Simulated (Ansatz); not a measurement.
## Field gradients of Ge₃N₄ from run to run

Cell of run 1: a computed structure from the Materials Project (it need not be an observed phase), taken as it stands.

Space group P6_3/m (No. 176); a = 8.0509, c = 3.0835 Å, γ = 120.00°.

| site | Wyckoff | site symmetry | x | y | z |
| --- | --- | --- | --- | --- | --- |
| Ge | 6h | m.. | 0.8291 | 0.2355 | 0.7500 |
| N7 | 2c | -6.. | 0.6667 | 0.3333 | 0.7500 |
| N9 | 6h | m.. | 0.6696 | 0.9727 | 0.7500 |

One atom of each set is listed.

Relaxed positions (PBE, cell held):

Ge (0.8314, 0.2379, 0.7500)
N7 (0.6667, 0.3333, 0.7500)
N9 (0.6702, 0.9751, 0.7500)

All runs are DFT with Ansatz 0.2.0 (plane waves and PAW, scalar-relativistic unless spin–orbit coupling is named, Γ-centred meshes, Fermi–Dirac smearing where given) in this cell.

Run 1: PBE, atoms as given; 420 eV, 4×4×9 k-points, smearing 0.02 eV.
Run 2: PBE, atoms relaxed; 420 eV, 4×4×9 k-points, smearing 0.02 eV.
Run 3: r2SCAN, at the relaxed atoms; 500 eV, 4×4×9 k-points, smearing 0.02 eV.

Task: What does each run give, and what moves the gradients most?

Result: 

| run | Ge V_zz (η) | N7 V_zz (η) | N9 V_zz (η) |
| --- | --- | --- | --- |
| 1 | 2.55 (0.51) | -8.01 (0.00) | -8.08 (0.06) |
| 2 | 2.66 (0.45) | -7.98 (0.00) | -8.06 (0.07) |
| 3 | 2.77 (0.41) | -8.04 (0.00) | -8.09 (0.08) |

V_zz in 10²¹ V/m². Against run 1, the gradient tensors on these sites move by at most 0.34 in run 2 (Ge), 0.49 in run 3 (Ge). Taken one at a time, the positions of the atoms (as given or relaxed) move the tensors on these sites by up to 0.34 (largest principal value of the change, on Ge), the functional (r2SCAN with its higher cutoff) by 0.16 (Ge).

The cell isn't the equilibrium one in runs 1, 2 (calculated pressure 6, 5 GPa), and the entry's cell may itself be off.
